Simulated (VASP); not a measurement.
# W (Im-3m) in VASP: notebook, part 2 of 2

VASP 6.6.1. The steps go on from the part before.

### 3 Relaxation of cell and atoms, LDA

This run uses another cell than the first one, of 15.85 Å³/atom, 1.008 times its volume.

File INCAR:

```
ALGO = Normal
EDIFF = 1E-6
EDIFFG = -0.01
ENCUT = 600
IBRION = 2
ISIF = 3
ISMEAR = 1
LASPH = T
LCHARG = F
LREAL = F
LWAVE = F
NELM = 80
NSW = 90
PREC = Accurate
SIGMA = 0.1
```

File KPOINTS:

```
k-points
0
Gamma
  20 20 20
```

File POSCAR:

```
W
1.0
   -1.5823450000      1.5823450000      1.5823450000
    1.5823450000     -1.5823450000      1.5823450000
    1.5823450000      1.5823450000     -1.5823450000
W
1
Direct
    0.0000000000      0.0000000000      0.0000000000
```

Potentials or basis: VASP PAW LDA potentials, release 64 (W_sv).

Launch:

```sh
> cat potpaw_LDA.64/W_sv/POTCAR > POTCAR
> mpirun -np 1 vasp_std > vasp.out
```

OUTCAR:

```text
EDIFF = 1E-6
   EDIFFG = -0.01
   ENCUT = 600
   IBRION = 2
   ISIF = 3
   ISMEAR = 1
   LASPH = T
   LREAL = F
   NELM = 80
   NSW = 90
   PREC = Accurate

 ion  position               nearest neighbor table
   1  0.000  0.000  0.000-

  LATTYP: Found a body centered cubic cell.
 ALAT       =     3.1646900000

  Lattice vectors:

 A1 = (  -1.5823450000,   1.5823450000,   1.5823450000)
 A2 = (   1.5823450000,  -1.5823450000,   1.5823450000)
 A3 = (   1.5823450000,   1.5823450000,  -1.5823450000)

Analysis of symmetry for initial positions (statically):
=====================================================================
 Subroutine PRICEL returns:
 Original cell was already a primitive cell.

 Routine SETGRP: Setting up the symmetry group for a
 body centered cubic supercell.

 Subroutine GETGRP returns: Found 48 space group operations
 (whereof 48 operations were pure point group operations)
 out of a pool of 48 trial point group operations.

The static configuration has the point symmetry O_h .

Analysis of symmetry for dynamics (positions and initial velocities):
=====================================================================
 Subroutine PRICEL returns:
 Original cell was already a primitive cell.

 Routine SETGRP: Setting up the symmetry group for a
 body centered cubic supercell.

 Subroutine GETGRP returns: Found 48 space group operations
 (whereof 48 operations were pure point group operations)
[... 260 lines left out ...]
  ext. energy  EPLUGINS =         0.00000000
  ---------------------------------------------------
  free energy    TOTEN  =       -14.10849511 eV

  energy without entropy =      -14.10873385  energy(sigma->0) =      -14.10857469

 E-fermi :  11.7040     XC(G=0): -13.9552

 val. band max:       11.6838523840   @ k =   0.4500   0.1000   0.0000
 cond. band min:      11.7140380802   @ k =  -0.3000   0.3500   0.2000
 fundamental gap:      0.0301856963
 Fermi energy:        11.7040348654

 k-point     1 :       0.0000    0.0000    0.0000
  band No.  band energies     occupation
      1     -62.0862      2.00000
      2     -25.8584      2.00000
      3     -25.8584      2.00000
      4     -25.8584      2.00000
      5       1.9787      2.00000
      6      10.3388      2.00000
      7      10.3388      2.00000
      8      10.3388      2.00000
      9      13.8796      0.00000
     10      13.8796      0.00000
     11      26.2688      0.00000
[... 309 lines left out ...]
 k-point    24 :       0.2500    0.1000    0.0000
  band No.  band energies     occupation
      1     -61.9805      2.00000
      2     -26.8204      2.00000
      3     -26.1767      2.00000
      4     -25.9139      2.00000
      5       5.3157      2.00000
      6       8.6733      2.00000
      7       9.4920      2.00000
      8      13.1355     -0.00000
      9      14.5178      0.00000
     10      14.9011      0.00000
     11      25.8543      0.00000

 [... further k-points ...]

------------------------ aborting loop because EDIFF is reached ----------------------------------------

  FORCE on cell =-STRESS in cart. coord.  units (eV):
  Direction    XX          YY          ZZ          XY          YZ          ZX
  --------------------------------------------------------------------------------------
  -------------------------------------------------------------------------------------
  Total       -0.0053912     -0.0053912     -0.0053912      0.0000000     -0.0000000      0.0000000
  in kB       -0.5570749     -0.5570749     -0.5570749      0.0000000     -0.0000000      0.0000000
  external PRESSURE =      -0.5570749 kB  Pullay stress =       0.0000000 kB
[... 16 lines left out ...]
  FREE ENERGIE OF THE ION-ELECTRON SYSTEM (eV)
  ---------------------------------------------------
  free  energy   TOTEN  =       -14.1084951073 eV

  energy  without entropy=      -14.1087338516  energy(sigma->0) =      -14.10857469

 reached required accuracy - stopping structural energy minimisation
```

OSZICAR:

```text
N       E                     dE             d eps       ncg     rms          rms(c)
DAV:   1     0.815352252578E+02    0.81535E+02   -0.85278E+03  5656   0.158E+03
DAV:   2    -0.131032243953E+02   -0.94638E+02   -0.91210E+02  6085   0.355E+02
[... 28 lines left out ...]
   3 F= -.14108482E+02 E0= -.14108561E+02  d E =-.767021E-02
       N       E                     dE             d eps       ncg     rms          rms(c)
DAV:   1    -0.141085866567E+02   -0.10436E-03   -0.21576E-03  5836   0.742E-01    0.128E-01
DAV:   2    -0.141085084867E+02    0.78170E-04   -0.11600E-04  5764   0.149E-01    0.287E-02
DAV:   3    -0.141084950399E+02    0.13447E-04   -0.36299E-05  5905   0.815E-02    0.224E-02
DAV:   4    -0.141084951073E+02   -0.67410E-07   -0.84118E-07  3680   0.131E-02
   4 F= -.14108495E+02 E0= -.14108575E+02  d E =-.768302E-02
```

It took 63 s on 1 thread of AMD EPYC 9R45 (Zen 5), shared host; peak memory 0.15 GiB.

What came out:

```
Free energy                            : -14.1085 eV
Relaxed volume                         : 15.51 Å³/atom
Relaxed cell                           : a = 2.721 Å, b = 2.721 Å, c = 2.721 Å, α = 109.47°, β = 109.47°, γ = 109.47°
Space group after relaxing (to 0.05 Å) : Im-3m (No. 229)
Energy gained by relaxing              : 7.7 meV/atom
Ionic steps                            : 4
Pressure after relaxing                : -0.1 GPa
Band gap on the k mesh                 : none (metal or under the smearing width)
```

Step by step:
```tsv
step	energy change (eV)	largest force (eV/Å)	pressure (GPa)	volume (Å³)
1	0.0000	0.0000	-7.04	15.85
2	0.1047	0.0000	32.05	14.30
3	-0.0077	0.0000	-0.31	15.52
4	-0.0077	0.0000	-0.06	15.51
```

Final structure:
```yaml
crystal:
  lattice:
    - [-1.57087, 1.57087, 1.57087]
    - [1.57087, -1.57087, 1.57087]
    - [1.57087, 1.57087, -1.57087]
  atoms:
    - { symbol: W, position: [0.00000, 0.00000, 0.00000] }
```

Levels at points of the mesh, in eV from the Fermi level:
```tsv
k point	band 4	band 5	band 6	band 7	band 8	band 9	band 10	band 11
(0.00, 0.00, 0.00)	-37.56	-9.73	-1.37	-1.37	-1.37	2.18	2.18	14.56
(0.50, 0.00, 0.00)	-37.57	-6.46	-3.76	0.86	2.09	3.08	6.27	11.56
(0.50, 0.50, 0.50)	-38.54	-6.09	-6.09	5.24	5.24	5.24	8.47	8.47
```

Spin-orbit coupling is left out, which matters for the levels of W. Zero-point motion and thermal expansion aren't in these numbers.
